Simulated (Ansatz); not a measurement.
# 33S NMR of the central transition in FeS2

Cell: a refined structure from the COD, ions relaxed with PBE at fixed cell.

Space group Pa-3 (No. 205); a = 5.4178 Å.

| site | Wyckoff | site symmetry | x | y | z |
| --- | --- | --- | --- | --- | --- |
| Fe | 4a | .-3. | 0.0000 | 0.0000 | 0.0000 |
| S | 8c | .3. | 0.3828 | 0.3828 | 0.3828 |

One atom of each set is listed.

All values are calculated (Ansatz; DFT, LDA, plane waves and PAW, scalar-relativistic, collinear spin, 420 eV cutoff, Γ-centred 8×8×8 k-points, Fermi–Dirac smearing 0.05 eV), not measured. Start moments as typed (μB): 3 on each Fe, none on the rest.

33S has I = 3/2 and Q = -69.40 mb (Pyykkö 2018); at 35.2 T its Larmor frequency is ν₀ = 115.2 MHz. Only the quadrupole interaction is simulated: positions count from each site's isotropic chemical shift, and shift anisotropy, dipolar and J coupling are left out.

Simulated pattern of one S site (static powder, Gaussian broadening 30 kHz):

offset (kHz), height and a bar:
```
   -424.3          1 
   -406.8         14 ####
   -389.4         70 #####################
   -372.0        100 ##############################
   -354.5         75 ######################
   -337.1         57 #################
   -319.6         48 ##############
   -302.2         43 #############
   -284.8         39 ############
   -267.3         37 ###########
   -249.9         34 ##########
   -232.4         33 ##########
   -215.0         32 #########
   -197.6         31 #########
   -180.1         30 #########
   -162.7         29 #########
   -145.2         29 #########
   -127.8         28 ########
   -110.4         28 ########
    -92.9         28 ########
    -75.5         27 ########
    -58.0         27 ########
    -40.6         27 ########
    -23.2         27 ########
     -5.7         25 ########
     11.7         22 #######
     29.2         22 ######
     46.6         22 #######
     64.0         23 #######
     81.5         24 #######
     98.9         26 ########
    116.4         28 ########
    133.8         30 #########
    151.2         34 ##########
    168.7         40 ############
    186.1         53 ################
    203.6         71 #####################
    221.0         49 ###############
    238.4         10 ###
    255.9          0
```

Q: Which |C_Q| and η does the pattern imply?

A: The pattern spans 601 kHz before broadening and its centre of gravity is at -115 kHz, which fixes P_Q; the places of the horns and steps fix η. That gives P_Q = 23.1 MHz, |C_Q| = 23.1 MHz and η = 0.00. The sign of C_Q can't be read from the pattern.

An axis of threefold or higher order runs through S, so V_zz lies along it and η is zero. The structure holds S–S bonds (2.20 Å).

At this cell the LDA pressure is -12 GPa, so with LDA the cell would shrink if it were relaxed. With a gap of 0.4 eV under a smearing of 0.05 eV the band edges are partly filled, so small gradients can hang on the smearing and the k-mesh. The start moments die out, and the run ends without spin.
